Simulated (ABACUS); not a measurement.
Input of an ABACUS 3.10.1 run:

File INPUT:

```
INPUT_PARAMETERS
suffix              KCl
calculation         nscf
basis_type          pw
pseudo_dir          ./
symmetry            -1
dft_functional      GGA_X_PW91+GGA_C_PW91
ecutwfc             74.0
pseudo_rcut         10
nspin               1
nbands              18
ks_solver           dav
smearing_method     fixed
scf_thr             1e-08
scf_nmax            100
mixing_type         broyden
mixing_beta         0.7
init_chg            file
pw_diag_thr         1e-07
out_band            1
kpar                4
```

File STRU:

```
ATOMIC_SPECIES
K 39.0983 K.upf
Cl 35.4500 Cl.upf

LATTICE_CONSTANT
1.8897261246

LATTICE_VECTORS
0.0000000000 3.1464700000 3.1464700000
3.1464700000 0.0000000000 3.1464700000
3.1464700000 3.1464700000 0.0000000000

ATOMIC_POSITIONS
Direct

K
0.0
1
0.0000000000 0.0000000000 0.0000000000 1 1 1

Cl
0.0
1
0.5000000000 0.5000000000 0.5000000000 1 1 1
```

Contents of KPT:

```
K_POINTS
12
Line
0.00000000 0.00000000 0.00000000 10 // G
0.50000000 0.00000000 0.50000000 10 // X
0.50000000 0.25000000 0.75000000 10 // W
0.37500000 0.37500000 0.75000000 10 // K
0.00000000 0.00000000 0.00000000 10 // G
0.50000000 0.50000000 0.50000000 10 // L
0.62500000 0.25000000 0.62500000 10 // U
0.50000000 0.25000000 0.75000000 10 // W
0.50000000 0.50000000 0.50000000 10 // L
0.37500000 0.37500000 0.75000000 1 // K
0.62500000 0.25000000 0.62500000 10 // U
0.50000000 0.00000000 0.50000000 1 // X
```

Potentials or basis: PseudoDojo NC SR 0.5 PBE standard, plane waves.

Run with:

```sh
$ OMP_NUM_THREADS=1 mpirun -np 4 abacus > log
```

**Question.** Predict the band gap along the path.

**Answer.** 5.21 eV, direct.

Levels at the corners of the path, in eV from the Fermi level:
```tsv
point	band 6	band 7	band 8	band 9	band 10	band 11
Γ	0.00	0.00	0.00	5.21	8.37	8.37
X	-0.65	-0.22	-0.22	6.55	8.34	10.10
W	-0.49	-0.47	-0.47	8.05	8.05	9.44
K	-0.56	-0.55	-0.29	7.29	9.09	9.31
Γ	0.00	0.00	0.00	5.21	8.37	8.37
L	-1.05	-0.33	-0.33	7.60	8.62	10.50
U	-0.56	-0.55	-0.29	7.29	9.09	9.31
W	-0.49	-0.47	-0.47	8.05	8.05	9.44
L	-1.05	-0.33	-0.33	7.60	8.62	10.50
K	-0.56	-0.55	-0.29	7.29	9.09	9.31
U	-0.56	-0.55	-0.29	7.29	9.09	9.31
X	-0.65	-0.22	-0.22	6.55	8.34	10.10
```

Caveat: the density is read from an earlier self-consistent run, whose mesh may be coarse.

**Experimental background.**

From a printed reference work, monograph, for a bulk crystal of KCl: band gap 8.68 eV.

Measured gap of KCl: 8.68 eV (a printed reference work, monograph). This calculation gives 5.21 eV (-3.47 eV). The value is that of PW91, without temperature or zero-point motion. Semilocal functionals fall short of measured gaps as a rule.
